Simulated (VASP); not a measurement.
InAs in VASP 6.6.1, single-point calculation

INCAR

```
ENCUT = 520
ISIF = 2
NBANDS = 16
PREC = Accurate
IBRION = -1
SIGMA = 0.02
NSW = 0
LWAVE = .FALSE.
NELM = 87
LASPH = .TRUE.
LREAL = .TRUE.
AMIX = 0.8
EDIFF = 1E-7
GGA = PE
LCHARG = .FALSE.
ISMEAR = -1
```

KPOINTS

```
KPOINTS created by Atomic Simulation Environment
0
Gamma
8 8 8
0 0 0
```

POSCAR

```
In As
 1.0000000000000000
     0.0000000000000000    3.0545904709000000    3.0698634232000002
     3.0545904709000000    0.0000000000000000    3.0698634232000002
     3.0545904709000000    3.0545904709000000    0.0000000000000000
 In  As
   1   1
Cartesian
  0.0000000000000000  0.0000000000000000  0.0000000000000000
  1.5272952354500000  1.5272952354500000  1.5349317115999996
```

The recommended PBE PAW datasets give the neutral cell 18 valence electrons.

Command

```
mpirun -np 1 vasp_std
```

OSZICAR

```
N       E                     dE             d eps       ncg     rms          rms(c)
DAV:   1     0.114019213994E+03    0.11402E+03   -0.84469E+03  1896   0.121E+03
DAV:   2    -0.205035981928E+00   -0.11422E+03   -0.10913E+03  2104   0.298E+02
DAV:   3    -0.777240577205E+01   -0.75674E+01   -0.75385E+01  2424   0.752E+01
DAV:   4    -0.796184013644E+01   -0.18943E+00   -0.18935E+00  2336   0.133E+01
DAV:   5    -0.797114778544E+01   -0.93076E-02   -0.93075E-02  2848   0.260E+00    0.430E+00
DAV:   6    -0.774246850349E+01    0.22868E+00   -0.13884E+00  2960   0.190E+01    0.199E+00
DAV:   7    -0.770349779126E+01    0.38971E-01   -0.22775E-01  2744   0.729E+00    0.740E-01
DAV:   8    -0.770590386835E+01   -0.24061E-02   -0.19030E-02  2408   0.147E+00    0.252E-01
DAV:   9    -0.770590839516E+01   -0.45268E-05   -0.11681E-03  2416   0.253E-01    0.170E-01
DAV:  10    -0.770595063028E+01   -0.42235E-04   -0.12457E-04  2536   0.101E-01    0.178E-02
DAV:  11    -0.770595164335E+01   -0.10131E-05   -0.11865E-05  2544   0.658E-02    0.544E-03
DAV:  12    -0.770595168148E+01   -0.38128E-07   -0.12521E-06  2512   0.106E-02    0.262E-03
DAV:  13    -0.770595181068E+01   -0.12920E-06   -0.69573E-08  1760   0.199E-03    0.109E-03
DAV:  14    -0.770595189757E+01   -0.86890E-07   -0.10494E-08  1240   0.887E-04
   1 F= -.77059519E+01 E0= -.77058803E+01  d E =-.143264E-03
```

From OUTCAR

```
k-points           NKPTS =     59   k-points in BZ     NKDIM =     59   number of bands    NBANDS=     16

   NELECT =      18.0000    total number of electrons

   dimension x,y,z NGX =    32 NGY =   32 NGZ =   32
   dimension x,y,z NGXF=    64 NGYF=   64 NGZF=   64

  energy-cutoff  :      520.00
  volume of cell :       57.29
      direct lattice vectors                 reciprocal lattice vectors
     0.000000000  3.054590471  3.069863423    -0.163688064  0.163688064  0.162873695
     3.054590471  0.000000000  3.069863423     0.163688064 -0.163688064  0.162873695
     3.054590471  3.054590471  0.000000000     0.163688064  0.163688064 -0.162873695

 k-points in reciprocal lattice and weights: KPOINTS created by Atomic Simulation Env
   0.00000000  0.00000000  0.00000000       0.002
   0.12500000  0.00000000  0.00000000       0.016
   0.25000000  0.00000000  0.00000000       0.016
   0.37500000  0.00000000  0.00000000       0.016
   0.50000000  0.00000000  0.00000000       0.008
   0.12500000  0.12500000  0.00000000       0.004
   0.25000000  0.12500000  0.00000000       0.016
   0.37500000  0.12500000  0.00000000       0.016
   ...

 E-fermi :   4.1699

 k-point     1 :       0.0000    0.0000    0.0000
  band No.  band energies     occupation
      1     -10.1711      2.00000
      2     -10.1694      2.00000
      3     -10.1694      2.00000
      4     -10.0587      2.00000
      5     -10.0578      2.00000
      6      -7.4817      2.00000
      7       3.7767      2.00000
      8       4.1393      1.64392
      9       4.1626      1.17910
     10       4.1626      1.17909
     11       8.0419      0.00000
     12       8.0419      0.00000
     13       8.0518      0.00000
     14      11.5416      0.00000
     15      13.7011      0.00000
     16      13.7840      0.00000

 k-point     2 :       0.1250    0.0000    0.0000
  band No.  band energies     occupation
      1     -10.1870      2.00000
      2     -10.1654      2.00000
      3     -10.1643      2.00000
      4     -10.0589      2.00000
      5     -10.0579      2.00000
      6      -7.3306      2.00000
      7       2.2455      2.00000
      8       3.9648      1.99993
      9       3.9833      1.99982
     10       5.1458      0.00000
     11       8.1704      0.00000
     12       8.3106      0.00000
     13       8.3160      0.00000
     14      12.3592      0.00000
     15      12.8787      0.00000
     16      12.9349      0.00000

 k-point     3 :       0.2500    0.0000    0.0000
  band No.  band energies     occupation
      1     -10.2258      2.00000
      2     -10.1543      2.00000
      3     -10.1532      2.00000
      4     -10.0578      2.00000
      5     -10.0566      2.00000
      6      -6.9176      2.00000
      7       0.5196      2.00000
      8       3.6031      2.00000
      9       3.6277      2.00000
     10       5.3106      0.00000
     11       8.7292      0.00000
     12       8.7398      0.00000
     13       9.2064      0.00000
     14      12.4628      0.00000
     15      12.6590      0.00000
     16      12.6763      0.00000

 ...

  Total        0.6023840      0.6023840      0.5326298      0.0000000      0.0000000     -0.0000000
  in kB       16.8472489     16.8472489     14.8963889      0.0000000      0.0000000     -0.0000000
  external PRESSURE =      16.1969622 kB  Pullay stress =       0.0000000 kB

 POSITION                                       TOTAL-FORCE (eV/Angst)
 -----------------------------------------------------------------------------------
      0.00000      0.00000      0.00000        -0.000000     -0.000000      0.000000
      1.52730      1.52730      1.53493         0.000000      0.000000      0.000000
 -----------------------------------------------------------------------------------
    total drift:                               -0.000000     -0.000000      0.000000

  FREE ENERGIE OF THE ION-ELECTRON SYSTEM (eV)
  ---------------------------------------------------
  free  energy   TOTEN  =        -7.7059518976 eV

  energy  without entropy=       -7.7058086335  energy(sigma->0) =       -7.70588027
```

It converged. Results: gap between bands v and c on the k mesh 0.00 eV; least direct gap on the k mesh 0.00 eV; pressure 1.6 GPa. Band v is the last that the valence electrons fill when counted band by band, and c is the next.

For comparison, a separate PBE run of the intended cell, on usual settings and not on those above, gives a gap of 0.00 eV on its mesh and a pressure of 1.8 GPa.

The run above took about 64 s on one core of a shared host (Intel Xeon Platinum 8488C) and held 0.19 GiB at most.
